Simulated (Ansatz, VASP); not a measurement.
**Two plane-wave programs on MnO**

INCAR

```
SYSTEM = MnO
PREC     = Accurate       ! precision mode
ENCUT    = 520            ! plane-wave cutoff, eV
EDIFF    = 1E-6           ! SCF threshold, eV
ISMEAR   = -1             ! smearing method
SIGMA    = 0.03           ! smearing width, eV
LREAL    = .False.        ! projectors in reciprocal space
LASPH    = .True.         ! aspherical terms in the spheres
NELM     = 150            ! most SCF steps
ALGO     = Normal         ! electronic algorithm
ISIF     = 2              ! what is computed and relaxed
LWAVE    = .False.        ! write WAVECAR
LCHARG   = .False.        ! write CHGCAR
ISPIN    = 2              ! spin polarisation
MAGMOM   = 4.5 0          ! initial moments
LORBIT   = 11             ! projections on sites
LMAXMIX  = 4              ! l up to which the mixer works
GGA      = PS             ! functional
NBANDS   = 20             ! bands
```

KPOINTS

```
regular mesh
0
Gamma
  7 7 7
  0 0 0
```

The input POSCAR:

```
MnO
1.0
    0.0000000000      2.2220000000      2.2220000000
    2.2220000000      0.0000000000      2.2220000000
    2.2220000000      2.2220000000      0.0000000000
Mn O
1 1
Direct
    0.0000000000      0.0000000000      0.0000000000
    0.5000000000      0.5000000000      0.5000000000
```

Input for Ansatz:

```yaml
crystal:
  lattice:
    - [0.0, 2.222, 2.222]
    - [2.222, 0.0, 2.222]
    - [2.222, 2.222, 0.0]
  atoms:
    - { symbol: Mn, position: [0.0, 0.0, 0.0], spin: 4.5 }
    - { symbol: O, position: [0.5, 0.5, 0.5] }
magnetization:
  spin_polarized: true
hamiltonian:
  xc: pbesol
  pseudopotentials: { kind: paw }
basis:
  ecutwfc: 420
kpoints:
  mp_grid: { grid: [7, 7, 7] }
scf:
  occupations: { method: fermi_dirac, width: 0.03 }
  lower_state_search: "off"
output:
  forces: true
  stress: true
```

Alike in both runs: task single point; functional PBEsol; k mesh 7 × 7 × 7; occupations fermi-dirac, width 0.03 eV; collinear spin.

|  | VASP | Ansatz |
| --- | --- | --- |
| version | VASP 6.6.1 | Ansatz 0.2.0 |
| potentials or method | VASP PAW PBE potentials, release 64 (Mn_pv, O) | PAW, plane waves, scalar-relativistic |
| plane-wave cutoff (eV) | 520 | 420 |
| valence electrons in the cell | 19 | 21 |

|  | VASP | Ansatz | Ansatz less VASP |
| --- | --- | --- | --- |
| pressure (GPa) | -8.1 | -8.4 | -0.32 |
| net moment per atom (μB) | 2.34 | 2.34 | 0.000 |
| size of the moment on the site where the two differ most (μB) | 4.27 | 3.98 | -0.284 |

Site moments also hang on the region over which each program counts them. With one functional, cell and mesh, what is left measures potentials, basis and numerics. The two sets of potentials don't hold the same shells in valence.

Caveats: the PAW data sets were made with another functional, which shifts forces and pressure a little (VASP); a cell with one magnetic atom can't hold antiferromagnetic order, which such compounds often take.
